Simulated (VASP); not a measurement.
# Pb in VASP: notebook

The runs below take Pb through single point, relaxation of the atoms, with PBE.

Program: VASP 6.6.1. These are calculated values, not measurements. Logs are shortened: lines on timing, memory, paths and dates and some standing lists are left out, and cuts for length are marked.

## Step 1: Starting point

The cell holds a slab with vacuum, 2 atoms: a = 3.565 Å, b = 3.565 Å, c = 17.910 Å, α = 90.00°, β = 90.00°, γ = 120.00°.

The slab is cut from a database's or a generator's crystal, which needn't be the stable form of the element.

## Step 2: Single point, PBE

Contents of INCAR:

```
PREC     = Accurate       # precision mode
ENCUT    = 520            # plane-wave cutoff, eV
EDIFF    = 1E-6           # SCF threshold, eV
ISMEAR   = 1              # smearing method
SIGMA    = 0.1            # smearing width, eV
LREAL    = F              # projectors in reciprocal space
LASPH    = T              # aspherical terms in the spheres
NELM     = 80             # most SCF steps
ALGO     = Fast           # electronic algorithm
ISIF     = 2              # what is computed and relaxed
LWAVE    = F              # write WAVECAR
LCHARG   = F              # write CHGCAR
LDIPOL   = T            
IDIPOL   = 3            
DIPOL    = 0.5 0.5 0.500
GGA      = PE             # functional
LVHAR    = T            
LVACPOTAV= T            
ICORELEVEL= 1
```

Contents of KPOINTS:

```
Automatic mesh
0
Gamma
  12 12 1
```

Contents of POSCAR:

```
Pb
1.0
    3.5645663000      0.0000000000      0.0000000000
   -1.7822831500      3.0870049700      0.0000000000
    0.0000000000      0.0000000000     17.9104561900
Pb
2
Direct
    0.6666666700      0.3333333300      0.4187498000
    0.3333333300      0.6666666700      0.5812502000
```

Potentials or basis: VASP PAW PBE potentials, release 64 (Pb_d).

On the command line:

```
$ cat potpaw_PBE.64/Pb_d/POTCAR > POTCAR
$ mpirun -np 1 vasp_std > vasp.out
```

OUTCAR:

```text
PREC = Accurate
   ENCUT = 520
   EDIFF = 1E-6
   ISMEAR = 1
   LREAL = F
   LASPH = T
   NELM = 80
   ISIF = 2
   GGA = PE

 ion  position               nearest neighbor table
   1  0.667  0.333  0.419-   2 3.56   2 3.56   2 3.56
   2  0.333  0.667  0.581-   1 3.56   1 3.56   1 3.56

  LATTYP: Found a hexagonal cell.
 ALAT       =     3.5645663000
 C/A-ratio  =     5.0245821462

  Lattice vectors:

 A1 = (   3.5645663000,   0.0000000000,   0.0000000000)
 A2 = (  -1.7822831500,   3.0870049700,   0.0000000000)
 A3 = (   0.0000000000,   0.0000000000,  17.9104561900)

Analysis of symmetry for initial positions (statically):
=====================================================================
 Subroutine PRICEL returns:
 Original cell was already a primitive cell.

 Routine SETGRP: Setting up the symmetry group for a
 hexagonal supercell.

 Subroutine GETGRP returns: Found 12 space group operations
 (whereof 12 operations were pure point group operations)
 out of a pool of 24 trial point group operations.

The static configuration has the point symmetry D_3d.

Analysis of symmetry for dynamics (positions and initial velocities):
=====================================================================
 Subroutine PRICEL returns:
 Original cell was already a primitive cell.

 Routine SETGRP: Setting up the symmetry group for a
 hexagonal supercell.

 Subroutine GETGRP returns: Found 12 space group operations
 (whereof 12 operations were pure point group operations)
 out of a pool of 24 trial point group operations.

The dynamic configuration has the point symmetry D_3d.

 Subroutine INISYM returns: Found 12 space group operations
 (whereof 12 operations are pure point group operations),
 and found     1 'primitive' translations

----------------------------------------------------------------------------------------

                                     Primitive cell

  volume of cell :     197.0837

  direct lattice vectors                    reciprocal lattice vectors
     3.564566300  0.000000000  0.000000000     0.280539038  0.161969289  0.000000000
    -1.782283150  3.087004970  0.000000000     0.000000000  0.323938578  0.000000000
     0.000000000  0.000000000 17.910456190     0.000000000  0.000000000  0.055833307

  length of vectors
     3.564566300  3.564566301 17.910456190     0.323938578  0.323938578  0.055833307

  position of ions in fractional coordinates (direct lattice)
     0.666666670  0.333333330  0.418749800
     0.333333330  0.666666670  0.581250200

  ion indices of the primitive-cell ions
   primitive index   ion index
                 1           1
                 2           2

----------------------------------------------------------------------------------------

 KPOINTS: Automatic mesh

Automatic generation of k-mesh.
 Grid dimensions read from file:
 generate k-points for:   12   12    1

 Generating k-lattice:

  Cartesian coordinates                     Fractional coordinates (reciprocal lattice)
     0.023378253  0.013497441  0.000000000     0.083333333  0.000000000  0.000000000
     0.000000000  0.026994881  0.000000000     0.000000000  0.083333333  0.000000000
     0.000000000  0.000000000  0.055833307     0.000000000  0.000000000  1.000000000

  Length of vectors
     0.026994881  0.026994881  0.055833307

  Shift w.r.t. Gamma in fractional coordinates (k-lattice)
     0.000000000  0.000000000  0.000000000

 Subroutine IBZKPT returns following result:
 ===========================================

 Found     19 irreducible k-points:

 Following reciprocal coordinates:
            Coordinates               Weight
  0.000000  0.000000  0.000000      1.000000
  0.083333 -0.000000  0.000000      6.000000
  0.166667 -0.000000  0.000000      6.000000
  0.250000 -0.000000  0.000000      6.000000
  0.333333  0.000000  0.000000      6.000000
  0.416667  0.000000  0.000000      6.000000
[... 11 lines left out ...]
  0.333333  0.250000  0.000000     12.000000
  0.333333  0.333333  0.000000      2.000000
   k-points           NKPTS =     19   k-points in BZ     NKDIM =     19   number of bands    NBANDS=     18
   number of dos      NEDOS =    301   number of ions     NIONS =      2
   total plane-waves  NPLWV = 109760
   dimension x,y,z NGX =    28 NGY =   28 NGZ =  140
   dimension x,y,z NGXF=    56 NGYF=   56 NGZF=  280
   ions per type =               2
   NGX,Y,Z   is equivalent  to a cutoff of  13.06, 13.06, 12.99 a.u.
   NGXF,Y,Z  is equivalent  to a cutoff of  26.12, 26.12, 25.99 a.u.
 SYSTEM =  unknown system
   PREC   = accura    normal or accurate (medium, high low for compatibility)
   ISTART =      0    job   : 0-new  1-cont  2-samecut
   ICHARG =      2    charge: 1-file 2-atom 10-const
   ISPIN  =      1    spin polarized calculation?
   LNONCOLLINEAR =      F non collinear calculations
   LSORBIT =      F    spin-orbit coupling
   LASPH  =      T    aspherical Exc in radial PAW
   ENCUT  =  520.0 eV  38.22 Ry    6.18 a.u.   6.63  6.63 33.30*2*pi/ulx,y,z
   NELM   =     80;   NELMIN=  2; NELMDL= -5     # of ELM steps
   EDIFF  = 0.1E-05   stopping-criterion for ELM
   LREAL  =      F    real-space projection
   EDIFFG = 0.1E-04   stopping-criterion for IOM
   NSW    =      0    number of steps for IOM
   IBRION =     -1    ionic relax: 0-MD 1-quasi-New 2-CG
   NFREE  =      0    steps in history (QN), initial steepest desc. (CG)
   ISIF   =      2    stress and relaxation
   ISYM   =      2    0-nonsym 1-usesym 2-fastsym
   POTIM  = 0.5000    time-step for ionic-motion
   TEBEG  =    0.0;   TEEND  =   0.0 temperature during run
   PSTRESS=    0.0 pullay stress
   NELECT =      28.0000    total number of electrons
   NUPDOWN=      -1.0000    fix difference up-down
   EMIN   =  10.00;   EMAX   =-10.00  energy-range for DOS
   EFERMI =   0.00;   METHOD = LEGACY
   ISMEAR =     1;   SIGMA  =   0.10  broadening in eV -4-tet -1-fermi 0-gaus
   EFERMI_NEDOS =   21; number of points for ismear=-14 and -15
   IALGO  =     68    algorithm
   IMIX   =      4    mixing-type and parameters
     AMIX     =   0.40;   BMIX     =  1.00
     AMIX_MAG =   1.60;   BMIX_MAG =  1.00
  volume/ion in A,a.u.               =      98.54       664.99
  Fermi-wavevector in a.u.,A,eV,Ry     =   0.854235  1.614270  9.928405  0.729717
  Thomas-Fermi vector in A             =   1.970800
   LORBIT       =      0    0 simple, 1 ext, 2 COOP (PROOUT), +10 PAW based schemes
   GGA     = PE    functional components
   LHFCALC =     F    Hartree Fock is set to
   AEXX    =    0.0000 exact exchange contribution
   IVDW    =     0    specifies the selected vdW correction
   LEPSILON=     F    determine dielectric tensor
   LRPA    =     F    only Hartree local field effects (RPA)
 non-spin polarized calculation
 RMM-DIIS sequential band-by-band and
 Methfessel and Paxton  Order N= 1 SIGMA  =   0.10
  energy-cutoff  :      520.00
  volume of cell :      197.08
 maximum number of plane-waves:      5359
 NGX is ok and might be reduce to    28
   NGX = 13   NGY = 13   NGZ = 67

 number of electron      28.0000002 magnetization

 dipolmoment           0.000000      0.000000     -0.000000 electrons x Angstroem

 Free energy of the ion-electron system (eV)
  ---------------------------------------------------
  ext. energy  EPLUGINS =         0.00000000
  ---------------------------------------------------
  free energy    TOTEN  =        -6.75714245 eV

  energy without entropy =       -6.75749367  energy(sigma->0) =       -6.75725952

 the core state eigenenergies are
   1-  1s -88088.0373  2s -15749.5418  2p -13504.3038  3s  -3777.7904  3p  -3134.3277
       3d  -2479.3808  4s   -852.3103  4p   -641.5166  4d   -397.9035  4f   -128.9349
       5s   -140.0998  5p    -81.7916
   2-  1s -88088.0373  2s -15749.5418  2p -13504.3038  3s  -3777.7904  3p  -3134.3277
       3d  -2479.3808  4s   -852.3103  4p   -641.5166  4d   -397.9035  4f   -128.9349
       5s   -140.0998  5p    -81.7916

 E-fermi :  -0.1078     XC(G=0):  -4.0397

 val. band max:       -0.2240436505   @ k =   0.2500   0.1667   0.0000
 cond. band min:      -0.0616022409   @ k =   0.3333   0.0833   0.0000
 fundamental gap:      0.1624414096
 Fermi energy:        -0.1077932932

 k-point     1 :       0.0000    0.0000    0.0000
  band No.  band energies     occupation
      1     -17.3079      2.00000
      2     -17.2993      2.00000
      3     -17.2602      2.00000
      4     -17.2602      2.00000
      5     -17.2568      2.00000
      6     -17.2568      2.00000
[... 10 lines left out ...]
     17       4.1798      0.00000
     18       5.5889      0.00000

 k-point     2 :       0.0833   -0.0000    0.0000
  band No.  band energies     occupation
      1     -17.3039      2.00000
      2     -17.2932      2.00000
      3     -17.2617      2.00000
      4     -17.2547      2.00000
      5     -17.2468      2.00000
      6     -17.2452      2.00000
[... 10 lines left out ...]
     17       4.3767      0.00000
     18       5.0380      0.00000

 k-point     3 :       0.1667   -0.0000    0.0000
  band No.  band energies     occupation
      1     -17.3111      2.00000
      2     -17.2779      2.00000
      3     -17.2662      2.00000
      4     -17.2352      2.00000
      5     -17.2196      2.00000
      6     -17.2100      2.00000
[... 10 lines left out ...]
     17       3.6044      0.00000
     18       4.4044      0.00000

 k-point     4 :       0.2500   -0.0000    0.0000
  band No.  band energies     occupation
      1     -17.3312      2.00000
      2     -17.2856      2.00000
      3     -17.2559      2.00000
      4     -17.2295      2.00000
      5     -17.2120      2.00000
      6     -17.1771      2.00000
[... 270 lines left out ...]
      4     -17.2224      2.00000
      5     -17.2173      2.00000
      6     -17.1769      2.00000
[... 10 lines left out ...]
     17       0.9559     -0.00000
     18       2.8156      0.00000

 k-point    18 :       0.3333    0.2500    0.0000
  band No.  band energies     occupation
      1     -17.2943      2.00000
      2     -17.2764      2.00000
      3     -17.2547      2.00000
      4     -17.2203      2.00000
      5     -17.2006      2.00000
      6     -17.1531      2.00000
[... 10 lines left out ...]
     17       1.4909     -0.00000
     18       2.5380      0.00000

 k-point    19 :       0.3333    0.3333    0.0000
  band No.  band energies     occupation
      1     -17.2906      2.00000
      2     -17.2638      2.00000
      3     -17.2638      2.00000
      4     -17.1720      2.00000
      5     -17.1720      2.00000
      6     -17.1690      2.00000
[... 10 lines left out ...]
     17       2.1011      0.00000
     18       2.1011      0.00000

------------------------ aborting loop because EDIFF is reached ----------------------------------------

  FORCE on cell =-STRESS in cart. coord.  units (eV):
  Direction    XX          YY          ZZ          XY          YZ          ZX
  --------------------------------------------------------------------------------------
  -------------------------------------------------------------------------------------
  Total       -1.0259277     -1.0259277     -1.4942703      0.0000000      0.0000000      0.0000000
  in kB       -8.3402040     -8.3402040    -12.1475606      0.0000000      0.0000000      0.0000000
  external PRESSURE =      -9.6093229 kB  Pullay stress =       0.0000000 kB

 VOLUME and BASIS-vectors are now :
 -----------------------------------------------------------------------------
  energy-cutoff  :      520.00
  volume of cell :      197.08
      direct lattice vectors                 reciprocal lattice vectors
     3.564566300  0.000000000  0.000000000     0.280539038  0.161969289  0.000000000
    -1.782283150  3.087004970  0.000000000     0.000000000  0.323938578  0.000000000
     0.000000000  0.000000000 17.910456190     0.000000000  0.000000000  0.055833307

 POSITION                                       TOTAL-FORCE (eV/Angst)
 -----------------------------------------------------------------------------------
      1.78228      1.02900      7.50000        -0.000000      0.000000      0.504342
     -0.00000      2.05800     10.41046         0.000000      0.000000     -0.504342
 -----------------------------------------------------------------------------------
    total drift:                                0.000000      0.000000      0.000000

  FREE ENERGIE OF THE ION-ELECTRON SYSTEM (eV)
  ---------------------------------------------------
  free  energy   TOTEN  =        -6.7571424492 eV

  energy  without entropy=       -6.7574936657  energy(sigma->0) =       -6.75725952

 vacuum level on the upper side and lower side of the slab         3.363         3.363
```

Run time: 100 s. Hardware: 1 thread of Intel Xeon Platinum 8488C (Sapphire Rapids), shared host; peak memory 0.32 GiB.

Results:

```yaml
Free_energy: -6.7571 eV
Largest_force: 0.504 eV/Å
Band_gap_on_the_k_mesh: none (metal or under the smearing width)
Work_function_of_the_upper_face: 3.47 eV
Work_function_of_the_lower_face: 3.47 eV
```

Forces on the atoms (eV/Å):
```
Pb   0.000  0.000  0.504
Pb   0.000  0.000 -0.504
```

Core levels (eV, on the scale of the bands):
```
atom                                                                                                                                      levels
1 Pb  1s -88088.0, 2s -15749.5, 2p -13504.3, 3s -3777.8, 3p -3134.3, 3d -2479.4, 4s -852.3, 4p -641.5, 4d -397.9, 4f -128.9, 5s -140.1, 5p -81.8
2 Pb  1s -88088.0, 2s -15749.5, 2p -13504.3, 3s -3777.8, 3p -3134.3, 3d -2479.4, 4s -852.3, 4p -641.5, 4d -397.9, 4f -128.9, 5s -140.1, 5p -81.8
```

[end of part 1 of 2]
